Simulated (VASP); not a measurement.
Set up this calculation in VASP 6.6.1, as the native input.

```
Task                   : relaxation of cell and atoms
Functional             : LDA
Potentials or basis    : VASP PAW LDA potentials, release 64 (La, O)
Cutoff                 : 600 eV
k mesh                 : 6 × 6 × 4
Occupations            : gaussian, width 0.05 eV
Spin                   : no spin polarisation
Further INCAR settings : ALGO = Fast; EDIFF = 1e-06; IBRION = 2; EDIFFG = -0.01; NSW = 60; ISIF = 3
```

The structure of La2O3 lies in POSCAR:

```
La2O3
1.0
    3.9380000000      0.0000000000      0.0000000000
   -1.9690000000      3.4104080401      0.0000000000
    0.0000000000      0.0000000000      6.1360000000
La O
2 3
Direct
    0.3333333333      0.6666666667      0.2454000000
    0.6666666667      0.3333333333      0.7546000000
    0.3333333333      0.6666666667      0.6471000000
    0.6666666667      0.3333333333      0.3529000000
    0.0000000000      0.0000000000      0.0000000000
```

The cell was built by a generator and needn't be a form met in nature.

The input as run:

INCAR

```
SYSTEM = La2O3
PREC = Accurate ; ENCUT = 600
EDIFF = 1E-6 ; ISMEAR = 0
SIGMA = 0.05 ; LREAL = .FALSE.
LASPH = .TRUE. ; NELM = 100
ALGO = Fast ; ISIF = 3
LWAVE = .FALSE. ; LCHARG = .FALSE.
GGA = CA ; IBRION = 2
NSW = 60 ; EDIFFG = -0.01
```

KPOINTS

```
Automatic mesh
0
G
  6 6 4
  0 0 0
```

Potentials or basis: VASP PAW LDA potentials, release 64 (La, O).

Launch:

```bash
$ cat potpaw_LDA.64/La/POTCAR potpaw_LDA.64/O/POTCAR > POTCAR
$ mpirun -np 1 vasp_std > vasp.out
```

It gave:

```json
{
 "Relaxed volume": "15.50 Å³/atom",
 "Relaxed cell": "a = 3.882 Å, b = 3.882 Å, c = 5.940 Å, α = 90.00°, β = 90.00°, γ = 120.00°",
 "Space group after relaxing (to 0.05 Å)": "P-3m1 (No. 164)",
 "Energy gained by relaxing": "23.0 meV/atom",
 "Ionic steps": "13",
 "Pressure after relaxing": "0.0 GPa",
 "Largest force after relaxing": "0.005 eV/Å",
 "Band gap on the k mesh": "3.73 eV, indirect (least direct gap 3.80 eV)"
}
```

Caveat: spin-orbit coupling is left out, which moves the levels of the heavy elements.

Wall time 13 min on 1 thread of Intel(R) Xeon(R) 6975P-C (Granite Rapids) (shared host), peak memory 0.28 GiB.
